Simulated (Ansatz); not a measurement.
# Si2Mo: the cost of one run

Method: DFT PBE, scalar-relativistic, plane waves, PAW, in Ansatz 0.2.0.

1 further run of the same task is left out (set aside as unsound or not needed).

**1. The system as given**

It takes space group I4/mmm (No. 139, tetragonal). Conventional cell: a = 3.217 Å, b = 3.217 Å, c = 7.873 Å, α = 90.00°, β = 90.00°, γ = 90.00°. Si (site symmetry 4mm) has 5 Si at 2.60 to 2.64 Å and 5 Mo at 2.62 to 2.64 Å as nearest neighbours. Mo (site symmetry 4/mmm) is surrounded by 10 Si at 2.62 to 2.64 Å.

As a file:

```
Si Mo
1.0
    -1.60842    1.60842    3.93651
     1.60842   -1.60842    3.93651
     1.60842    1.60842   -3.93651
Si Mo
2 1
Cartesian
  0.0000 0.0000 2.6382
  0.0000 0.0000 5.2348
  0.0000 0.0000 0.0000
```

This cell was relaxed beforehand with the same method: volume 13.58 Å³/atom, gap on the mesh none (metal).

**2. Reference: the perfect crystal in the supercell**

input.yaml reads:

```yaml
crystal:
  lattice:
    - [3.2168473747, -3.2168473747, 0.0]
    - [-3.2168473747, -3.2168473747, 0.0]
    - [0.0, 0.0, -7.873019934]
  atoms:
    - { symbol: Si, position: [0.0, 0.5, 0.1649008633] }
    - { symbol: Si, position: [0.5, 0.5, 0.6649008633] }
    - { symbol: Si, position: [0.5, 1.0, 0.1649008633] }
    - { symbol: Si, position: [0.0, 1.0, 0.6649008633] }
    - { symbol: Si, position: [0.0, 0.5, 0.8350991367] }
    - { symbol: Si, position: [0.5, 0.5, 0.3350991367] }
    - { symbol: Si, position: [0.5, 1.0, 0.8350991367] }
    - { symbol: Si, position: [0.0, 1.0, 0.3350991367] }
    - { symbol: Mo, position: [0.0, 0.0, 0.0] }
    - { symbol: Mo, position: [0.5, 0.0, 0.5] }
    - { symbol: Mo, position: [0.5, 0.5, 0.0] }
    - { symbol: Mo, position: [1.0, 0.5, 0.5] }
basis:
  ecutwfc: 420
  xc_grid: 2
kpoints:
  mp_grid: { grid: [6, 6, 4], shift: [0.5, 0.5, 0.5] }
hamiltonian:
  xc: pbe
scf:
  occupations: { method: gaussian, width: 0.1 }
output:
  forces: true
  stress: true
  eigenvalues: true
```

Run with:

```
> ansatz run input.yaml --threads 4 --pin off --max-ram 10240MiB --backend cpu --events-out ev --progress --plain --runs-dir out
```

What time and memory should one allow on 4 threads of Intel Xeon at 2.50GHz (Skylake/Cascade Lake), shared host?

About 4.6 s, with a peak of 0.59 GiB.
